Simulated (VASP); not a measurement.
Set up this calculation in VASP 6.6.1, as the native input.

- Task: relaxation of cell and atoms
- Functional: LDA
- Potentials or basis: VASP PAW LDA potentials, release 64 (B, N)
- Cutoff: 520 eV
- k mesh: 14 × 14 × 14
- Occupations: gaussian, width 0.02 eV
- Spin: no spin polarisation
- Further INCAR settings: ALGO = Fast; EDIFF = 1e-07; IBRION = 2; EDIFFG = -0.002; NSW = 80; ISIF = 3

The structure of BN lies in POSCAR:

```
BN                                      
1.0
    0.0000000000      1.7918188094      1.7918188094
    1.7918188094      0.0000000000      1.7918188094
    1.7918188094      1.7918188094      0.0000000000
  B               N             
     1     1
Direct
     0.0000000000000000    0.0000000000000000    0.0000000000000000
     0.2500000000000000    0.2500000000000000    0.2500000000000000
```

The input as run:

INCAR

```
  ALGO = Fast
  EDIFF = 1E-7
  EDIFFG = -0.002
  ENCUT = 520
  IBRION = 2
  ISIF = 3
  ISMEAR = 0
  LASPH = T
  LCHARG = F
  LREAL = F
  LWAVE = F
  NELM = 80
  NSW = 80
  PREC = Accurate
  SIGMA = 0.02
```

KPOINTS

```
k-points
0
Gamma
  14 14 14
```

Potentials or basis: VASP PAW LDA potentials, release 64 (B, N).

The run is started by

```bash
$ cat potpaw_LDA.64/B/POTCAR potpaw_LDA.64/N/POTCAR > POTCAR
$ mpirun -np 1 vasp_std > vasp.out
```

Results of the run:

| Quantity | Value |
| --- | --- |
| Pressure after relaxing | -0.1 GPa |
| Band gap on the k mesh | 4.37 eV, indirect (least direct gap 8.81 eV) |

Caveat: the relaxation stopped at its first step, so nothing moved.

It took 9.6 s on 1 thread of AMD EPYC 7R13 Processor (Zen 3), on a shared host, peak memory 0.09 GiB.
